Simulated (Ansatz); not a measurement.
## Property card for Ag

Theory: DFT PBEsol, scalar-relativistic, plane waves, PAW (Ansatz 0.2.0).

Plane waves to 420 eV, a k mesh through Γ of 18×18×18 on the computed 3-atom cell and Gaussian smearing (0.10 eV); no spin polarisation.

The structure is relaxed at this level of theory with its symmetry kept. This form isn't the element's structure at ambient conditions.

```cif
data_structure
_symmetry_space_group_name_H-M 'R-3m:H'
_symmetry_Int_Tables_number 166
_cell_length_a 2.8687
_cell_length_b 2.8687
_cell_length_c 21.0590
_cell_angle_alpha 90.000
_cell_angle_beta 90.000
_cell_angle_gamma 120.000
_cell_volume 150.09
loop_
_atom_site_label
_atom_site_type_symbol
_atom_site_symmetry_multiplicity
_atom_site_Wyckoff_symbol
_atom_site_fract_x
_atom_site_fract_y
_atom_site_fract_z
_atom_site_occupancy
Ag1 Ag 3 a 0.00000 0.00000 0.00000 1
Ag2 Ag 6 c 0.00000 0.00000 0.77769 1
```

| Item | Value |
| --- | --- |
| Space group | R-3m (No. 166) |
| Volume per atom | 16.68 Å³ |
| Formation energy from the elements' standard states (uncorrected) | +0.005 eV/atom |
| Kohn–Sham band gap | none (metal) |
| Density of states at the Fermi level | 0.87 states/eV per cell |
| Bulk modulus | 118 GPa |
| Its pressure derivative | 5.6 |
| Bader charges (e) | Ag (1 in the cell) 0.00, Ag (2 in the cell) 0.00 |